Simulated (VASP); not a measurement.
# AgCl (Fm-3m) in VASP: further runs

Runs on AgCl. Level: PBEsol. Tasks: single point.

All numbers are computed with VASP 6.6.1; they aren't measurements. Logs are shortened: lines on timing, memory, paths and dates and some standing lists are left out, and cuts for length are marked.

**Measured values to compare with.**

A printed reference work, data compilation reports, for a bulk crystal of AgCl: band gap 3.249 eV (indirect).

The results are compared with them further down.

### Step 1. The cell of the first run

The structure is cubic, space group Fm-3m (No. 225). Conventional cell: a = 5.318 Å, b = 5.318 Å, c = 5.318 Å, α = 90.00°, β = 90.00°, γ = 90.00°. Ag (site symmetry m-3m) has 6 Cl at 2.66 Å within 3.5 Å. Within 3.5 Å of Cl (site symmetry m-3m) lie 6 Ag at 2.66 Å.

### Step 2. Single point, PBEsol

Input file INCAR:

```
ALGO = Normal
EDIFF = 1E-7
ENCUT = 520
GGA = PS
ISIF = 2
ISMEAR = -1
LASPH = True
LCHARG = True
LELF = True
LREAL = False
LVHAR = True
LWAVE = False
NBANDS = 16
NELM = 100
PREC = Accurate
SIGMA = 0.05
```

Input file KPOINTS:

```
k-points
0
Gamma
  8 8 8
```

Input file POSCAR:

```
AgCl
1.0
    0.0000000000      2.6587663394      2.6587663394
    2.6587663394      0.0000000000      2.6587663394
    2.6587663394      2.6587663394      0.0000000000
Ag Cl
1 1
Direct
    0.0000000000      0.0000000000      0.0000000000
    0.5000000000      0.5000000000      0.5000000000
```

Potentials or basis: VASP PAW PBE potentials, release 64 (Ag, Cl).

Command:

```bash
$ cat potpaw_PBE.64/Ag/POTCAR potpaw_PBE.64/Cl/POTCAR > POTCAR
$ mpirun -np 1 vasp_std > vasp.out
```

OUTCAR:

```text
EDIFF = 1E-7
   ENCUT = 520
   GGA = PS
   ISIF = 2
   ISMEAR = -1
   LASPH = True
   LREAL = False
   NELM = 100
   PREC = Accurate

 ion  position               nearest neighbor table
   1  0.000  0.000  0.000-   2 2.66   2 2.66   2 2.66   2 2.66   2 2.66   2 2.66
   2  0.500  0.500  0.500-   1 2.66   1 2.66   1 2.66   1 2.66   1 2.66   1 2.66

  LATTYP: Found a face centered cubic cell.
 ALAT       =     5.3175326788

  Lattice vectors:

 A1 = (   0.0000000000,   2.6587663394,   2.6587663394)
 A2 = (   2.6587663394,   0.0000000000,   2.6587663394)
 A3 = (   2.6587663394,   2.6587663394,   0.0000000000)

Analysis of symmetry for initial positions (statically):
=====================================================================
 Subroutine PRICEL returns:
 Original cell was already a primitive cell.

 Routine SETGRP: Setting up the symmetry group for a
 face centered cubic supercell.

 Subroutine GETGRP returns: Found 48 space group operations
 (whereof 48 operations were pure point group operations)
 out of a pool of 48 trial point group operations.

The static configuration has the point symmetry O_h .

Analysis of symmetry for dynamics (positions and initial velocities):
=====================================================================
 Subroutine PRICEL returns:
 Original cell was already a primitive cell.

 Routine SETGRP: Setting up the symmetry group for a
 face centered cubic supercell.

 Subroutine GETGRP returns: Found 48 space group operations
 (whereof 48 operations were pure point group operations)
 out of a pool of 48 trial point group operations.

The dynamic configuration has the point symmetry O_h .

 Subroutine INISYM returns: Found 48 space group operations
 (whereof 48 operations are pure point group operations),
 and found     1 'primitive' translations

----------------------------------------------------------------------------------------

                                     Primitive cell

  volume of cell :      37.5898

  direct lattice vectors                    reciprocal lattice vectors
     0.000000000  2.658766339  2.658766339    -0.188057142  0.188057142  0.188057142
     2.658766339  0.000000000  2.658766339     0.188057142 -0.188057142  0.188057142
     2.658766339  2.658766339  0.000000000     0.188057142  0.188057142 -0.188057142

  length of vectors
     3.760063416  3.760063416  3.760063416     0.325724525  0.325724525  0.325724525

  position of ions in fractional coordinates (direct lattice)
     0.000000000  0.000000000  0.000000000
     0.500000000  0.500000000  0.500000000

  ion indices of the primitive-cell ions
   primitive index   ion index
                 1           1
                 2           2

----------------------------------------------------------------------------------------

 KPOINTS: k-points

Automatic generation of k-mesh.
 Grid dimensions read from file:
 generate k-points for:    8    8    8

 Generating k-lattice:

  Cartesian coordinates                     Fractional coordinates (reciprocal lattice)
    -0.023507143  0.023507143  0.023507143     0.125000000  0.000000000  0.000000000
     0.023507143 -0.023507143  0.023507143     0.000000000  0.125000000  0.000000000
     0.023507143  0.023507143 -0.023507143     0.000000000  0.000000000  0.125000000

  Length of vectors
     0.040715566  0.040715566  0.040715566

  Shift w.r.t. Gamma in fractional coordinates (k-lattice)
     0.000000000  0.000000000  0.000000000

 Subroutine IBZKPT returns following result:
 ===========================================

 Found     29 irreducible k-points:

 Following reciprocal coordinates:
            Coordinates               Weight
  0.000000  0.000000  0.000000      1.000000
  0.125000  0.000000  0.000000      8.000000
  0.250000  0.000000  0.000000      8.000000
  0.375000  0.000000  0.000000      8.000000
  0.500000  0.000000  0.000000      4.000000
  0.125000  0.125000  0.000000      6.000000
[... 16 lines left out ...]
  0.500000  0.250000  0.125000     48.000000
 -0.375000  0.250000  0.125000     24.000000
 [... further k-points ...]
   k-points           NKPTS =     29   k-points in BZ     NKDIM =     29   number of bands    NBANDS=     16
   number of dos      NEDOS =    301   number of ions     NIONS =      2
   total plane-waves  NPLWV =  21952
   dimension x,y,z NGX =    28 NGY =   28 NGZ =   28
   dimension x,y,z NGXF=    56 NGYF=   56 NGZF=   56
   ions per type =               1   1
   NGX,Y,Z   is equivalent  to a cutoff of  12.38, 12.38, 12.38 a.u.
   NGXF,Y,Z  is equivalent  to a cutoff of  24.76, 24.76, 24.76 a.u.
 SYSTEM =  unknown system
   PREC   = accura    normal or accurate (medium, high low for compatibility)
   ISTART =      0    job   : 0-new  1-cont  2-samecut
   ICHARG =      2    charge: 1-file 2-atom 10-const
   ISPIN  =      1    spin polarized calculation?
   LNONCOLLINEAR =      F non collinear calculations
   LSORBIT =      F    spin-orbit coupling
   LASPH  =      T    aspherical Exc in radial PAW
   ENCUT  =  520.0 eV  38.22 Ry    6.18 a.u.   6.99  6.99  6.99*2*pi/ulx,y,z
   NELM   =    100;   NELMIN=  2; NELMDL= -5     # of ELM steps
   EDIFF  = 0.1E-06   stopping-criterion for ELM
   LREAL  =      F    real-space projection
   EDIFFG = 0.1E-05   stopping-criterion for IOM
   NSW    =      0    number of steps for IOM
   IBRION =     -1    ionic relax: 0-MD 1-quasi-New 2-CG
   NFREE  =      0    steps in history (QN), initial steepest desc. (CG)
   ISIF   =      2    stress and relaxation
   ISYM   =      2    0-nonsym 1-usesym 2-fastsym
   POTIM  = 0.5000    time-step for ionic-motion
   TEBEG  =    0.0;   TEEND  =   0.0 temperature during run
   PSTRESS=    0.0 pullay stress
   NELECT =      18.0000    total number of electrons
   NUPDOWN=      -1.0000    fix difference up-down
   EMIN   =  10.00;   EMAX   =-10.00  energy-range for DOS
   EFERMI =   0.00;   METHOD = LEGACY
   ISMEAR =    -1;   SIGMA  =   0.05  broadening in eV -4-tet -1-fermi 0-gaus
   EFERMI_NEDOS =   21; number of points for ismear=-14 and -15
   IALGO  =     38    algorithm
   IMIX   =      4    mixing-type and parameters
     AMIX     =   0.40;   BMIX     =  1.00
     AMIX_MAG =   1.60;   BMIX_MAG =  1.00
  volume/ion in A,a.u.               =      18.79       126.83
  Fermi-wavevector in a.u.,A,eV,Ry     =   1.280783  2.420329 22.319060  1.640405
  Thomas-Fermi vector in A             =   2.413191
   LORBIT       =      0    0 simple, 1 ext, 2 COOP (PROOUT), +10 PAW based schemes
   GGA     = PS    functional components
   LHFCALC =     F    Hartree Fock is set to
   AEXX    =    0.0000 exact exchange contribution
   IVDW    =     0    specifies the selected vdW correction
   LEPSILON=     F    determine dielectric tensor
   LRPA    =     F    only Hartree local field effects (RPA)
 non-spin polarized calculation
  energy-cutoff  :      520.00
  volume of cell :       37.59
 maximum number of plane-waves:      1036
   NGX = 13   NGY = 13   NGZ = 13

 number of electron      17.9999997 magnetization

 Free energy of the ion-electron system (eV)
  ---------------------------------------------------
  ext. energy  EPLUGINS =         0.00000000
  ---------------------------------------------------
  free energy    TOTEN  =        -6.02076900 eV

  energy without entropy =       -6.02075966  energy(sigma->0) =       -6.02076433

 E-fermi :   5.8733     XC(G=0): -10.8880

 val. band max:        5.4326557492   @ k =   0.5000   0.0000   0.0000
 cond. band min:       6.1680795089   @ k =   0.0000   0.0000   0.0000
 fundamental gap:      0.7354237597
 Fermi energy:         5.8733359410

 k-point     1 :       0.0000    0.0000    0.0000
  band No.  band energies     occupation
      1     -10.6355      2.00000
      2       2.3623      2.00000
      3       2.3623      2.00000
      4       2.3623      2.00000
      5       2.4116      2.00000
      6       2.4116      2.00000
[... 8 lines left out ...]
     15      19.3565      0.00000
     16      19.3565      0.00000

 k-point     2 :       0.1250    0.0000    0.0000
  band No.  band energies     occupation
      1     -10.5497      2.00000
      2       1.5230      2.00000
      3       1.5992      2.00000
      4       1.5992      2.00000
      5       2.4371      2.00000
      6       2.4371      2.00000
[... 8 lines left out ...]
     15      17.6311      0.00000
     16      18.1510      0.00000

 k-point     3 :       0.2500    0.0000    0.0000
  band No.  band energies     occupation
      1     -10.3305      2.00000
      2       0.2839      2.00000
      3       0.9145      2.00000
      4       0.9145      2.00000
      5       2.6120      2.00000
      6       2.6120      2.00000
[... 8 lines left out ...]
     15      17.6803      0.00000
     16      18.2354      0.00000

 k-point     4 :       0.3750    0.0000    0.0000
  band No.  band energies     occupation
      1     -10.0912      2.00000
      2      -0.6661      2.00000
      3       0.4807      2.00000
      4       0.4807      2.00000
      5       2.7967      2.00000
      6       2.7967      2.00000
[... 8 lines left out ...]
     15      18.4917      0.00000
     16      18.5777      0.00000
[... 324 lines left out ...]
 k-point    22 :       0.3750    0.2500    0.1250
  band No.  band energies     occupation
      1     -10.1979      2.00000
      2      -0.1697      2.00000
      3       0.8196      2.00000
      4       1.2023      2.00000
      5       2.4880      2.00000
      6       2.7681      2.00000
[... 8 lines left out ...]
     15      19.7020      0.00000
     16      21.2595      0.00000

 k-point    23 :       0.5000    0.2500    0.1250
  band No.  band energies     occupation
      1     -10.0287      2.00000
      2      -0.4420      2.00000
      3       0.4670      2.00000
      4       0.7325      2.00000
      5       2.6567      2.00000
      6       2.8862      2.00000
[... 8 lines left out ...]
     15      19.9181      0.00000
     16      21.0639      0.00000

 k-point    24 :      -0.3750    0.2500    0.1250
  band No.  band energies     occupation
      1      -9.9557      2.00000
      2      -0.5317      2.00000
      3       0.3807      2.00000
      4       0.4660      2.00000
      5       2.7874      2.00000
      6       2.8742      2.00000
[... 8 lines left out ...]
     15      19.1867      0.00000
     16      20.7148      0.00000

 [... further k-points ...]

------------------------ aborting loop because EDIFF is reached ----------------------------------------

  FORCE on cell =-STRESS in cart. coord.  units (eV):
  Direction    XX          YY          ZZ          XY          YZ          ZX
  --------------------------------------------------------------------------------------
  -------------------------------------------------------------------------------------
  Total        1.1411216      1.1411216      1.1411216      0.0000000      0.0000000      0.0000000
  in kB       48.6375842     48.6375842     48.6375842      0.0000000      0.0000000      0.0000000
  external PRESSURE =      48.6375842 kB  Pullay stress =       0.0000000 kB

 VOLUME and BASIS-vectors are now :
 -----------------------------------------------------------------------------
  energy-cutoff  :      520.00
  volume of cell :       37.59
      direct lattice vectors                 reciprocal lattice vectors
     0.000000000  2.658766339  2.658766339    -0.188057142  0.188057142  0.188057142
     2.658766339  0.000000000  2.658766339     0.188057142 -0.188057142  0.188057142
     2.658766339  2.658766339  0.000000000     0.188057142  0.188057142 -0.188057142

 POSITION                                       TOTAL-FORCE (eV/Angst)
 -----------------------------------------------------------------------------------
      0.00000      0.00000      0.00000         0.000000      0.000000      0.000000
      2.65877      2.65877      2.65877        -0.000000     -0.000000     -0.000000
 -----------------------------------------------------------------------------------
    total drift:                                0.000000      0.000000      0.000000

  FREE ENERGIE OF THE ION-ELECTRON SYSTEM (eV)
  ---------------------------------------------------
  free  energy   TOTEN  =        -6.0207690003 eV

  energy  without entropy=       -6.0207596642  energy(sigma->0) =       -6.02076433
```

Wall time 29 s (1 thread of Intel Xeon 8259CL, shared host); peak memory 0.16 GiB.

What came out:

| Property | Result |
| --- | --- |
| Free energy | -6.0208 eV |
| Pressure | 4.9 GPa |
| Band gap on the k mesh | 0.74 eV (least direct gap 3.51 eV) |

Levels at points of the mesh, in eV from the valence-band top:
```
           k point  band 6  band 7  band 8  band 9  band 10  band 11  band 12  band 13
(0.00, 0.00, 0.00)   -3.02   -2.88   -2.88   -2.88     0.74    10.69    10.69    10.69
(0.50, 0.00, 0.00)   -2.56   -2.17    0.00    0.00     3.65     7.18     7.26     7.26
(0.50, 0.50, 0.00)   -2.76   -2.39   -2.39   -2.20     2.00     7.68     8.89    12.02
```

Caveat: the cell stands under pressure; the PAW data sets were made with another functional, which shifts forces and pressure a little. As with any semilocal functional, this PBEsol gap is likely too small.

### Step 3. Single point, PBEsol

This run uses another cell than the first one, of 20.21 Å³/atom.

Input file INCAR:

```
SYSTEM = AgCl
  PREC = Accurate
  ENCUT = 520
  EDIFF = 1E-6
  ISMEAR = -1
  SIGMA = 0.05
  LREAL = .False.
  LASPH = .True.
  NELM = 100
  ALGO = Normal
  ISIF = 2
  LWAVE = .False.
  LCHARG = .True.
  GGA = PS
  LELF = .True.
  LVHAR = .True.
  NBANDS = 16
```

Input file KPOINTS:

```
Automatic mesh
0
Gamma
  8 8 8
  0 0 0
```

Input file POSCAR:

```
AgCl
1.0
    0.0000000000      2.7239311012      2.7239311012
    2.7239311012      0.0000000000      2.7239311012
    2.7239311012      2.7239311012      0.0000000000
Ag Cl
1 1
Direct
    0.0000000000      0.0000000000      0.0000000000
    0.5000000000      0.5000000000      0.5000000000
```

Potentials or basis: VASP PAW PBE potentials, release 64 (Ag, Cl).

Command:

```bash
$ cat potpaw_PBE.64/Ag/POTCAR potpaw_PBE.64/Cl/POTCAR > POTCAR
$ mpirun -np 1 vasp_std > vasp.out
```

Run time: 34 s. Hardware: 1 thread of Intel Xeon 8259CL, shared host; peak memory 0.17 GiB.

The run converged. Its results:

| Quantity | Value |
| --- | --- |
| Free energy | -6.0611 eV |
| Pressure | -0.1 GPa |
| Band gap on the k mesh | 0.72 eV (least direct gap 3.22 eV) |

Levels at points of the mesh, in eV from the valence-band top:
```
           k point  band 6  band 7  band 8  band 9  band 10  band 11  band 12  band 13
(0.00, 0.00, 0.00)   -2.67   -2.56   -2.56   -2.56     0.72    10.73    10.73    10.73
(0.50, 0.00, 0.00)   -2.28   -1.93    0.00    0.00     3.88     6.74     7.42     7.42
(0.50, 0.50, 0.00)   -2.45   -2.14   -2.14   -2.02     2.14     7.78     8.64    11.63
```

Caveat: the PAW data sets were made with another functional, which shifts forces and pressure a little.

### Step 4. Against experiment

Step 3. A measured gap of AgCl is 3.249 eV (indirect; a printed reference work, data compilation); the calculated 0.72 eV misses it by -2.53 eV. So large a miss can be the level of theory's own, or it may mean another phase, state or a wrong row. Spin-orbit coupling on Ag is left out. The value is that of PBEsol on a finite k mesh, which can miss the band edges, without temperature or zero-point motion. Semilocal functionals fall short of measured gaps as a rule.
